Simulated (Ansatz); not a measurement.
The system is Cu.

```xyz
1
Lattice="-1.4428 1.4428 1.3761 1.4428 -1.4428 1.3761 1.4428 1.4428 -1.3761" Properties=species:S:1:pos:R:3 pbc="T T T"
Cu    0.0000    0.0000    0.0000
```

This isn't the form of Cu at room conditions, which is fcc.

Base run:

- Program: Ansatz 0.2.0
- Functional: RPBE
- Potentials or basis: Ansatz PAW
- Cutoff: 420 eV (not typed: the program's choice for these potentials)
- k mesh: 13 × 13 × 13
- Occupations: fermi-dirac, width 0.05 eV
- Spin: no spin polarisation

Its results: band gap on the k mesh none (metal or under the smearing width); pressure 12.5 GPa.

Q: After a change of settings the same cell gave: band gap on the k mesh none (metal or under the smearing width); pressure 7.3 GPa. Which change was it?
A. functional from RPBE to revPBE
B. functional from RPBE to LDA
C. functional from RPBE to r2SCAN; cutoff from 420 eV (not typed: the program's choice for these potentials) to 500 eV (not typed: the program's choice for these potentials)
D. functional from RPBE to PBE

A: D.

PBE binds more tightly than RPBE, so the same cell stands under less pressure.

Caveats: the PAW data sets come from PBE, with cores solved anew for the run's functional, which leaves a small shift of forces and pressure (some runs).
